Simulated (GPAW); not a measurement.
The system is Nb.

```
Nb
1.0
     0.00000    2.11500    2.11500
     2.11500    0.00000    2.11500
     2.11500    2.11500    0.00000
Nb
1
Direct
  0.00000 0.00000 0.00000
```

This isn't the form of Nb at room conditions, which is bcc.

* Program: GPAW 26.7.0
* Task: single point
* Functional: PBEsol
* Potentials or basis: PAW data sets generated in the run's folder for this functional
* Cutoff: 600 eV
* Basis: pw
* k mesh: 11 × 11 × 11
* Occupations: fermi-dirac, width 0.05 eV
* Spin: no spin polarisation

On this cell: pressure -8.0 GPa; band gap on the k mesh none (metal or under the smearing width).

The same run follows on a disturbed copy (cell strained at random at fixed volume):

```xyz
1
Lattice="-0.0410 2.1934 2.1088 2.0464 0.0498 2.0180 2.1263 2.1824 -0.0300" Properties=species:S:1:pos:R:3 pbc="T T T"
Nb   -0.0098    0.0653    0.0554
```

Question: What changes?

Answer: The energy (extrapolated to zero smearing) moves by -19.4 meV/atom; pressure -8.3 GPa; band gap on the k mesh none (metal or under the smearing width).

Stress tensor (GPa, compression positive):
```
 -8.97   0.42  -1.93
  0.42  -3.74   1.02
 -1.93   1.02 -12.33
```

The energy falls, though the first cell shows no forces: that form is unstable against this distortion, unless noise or another electronic state is at work.
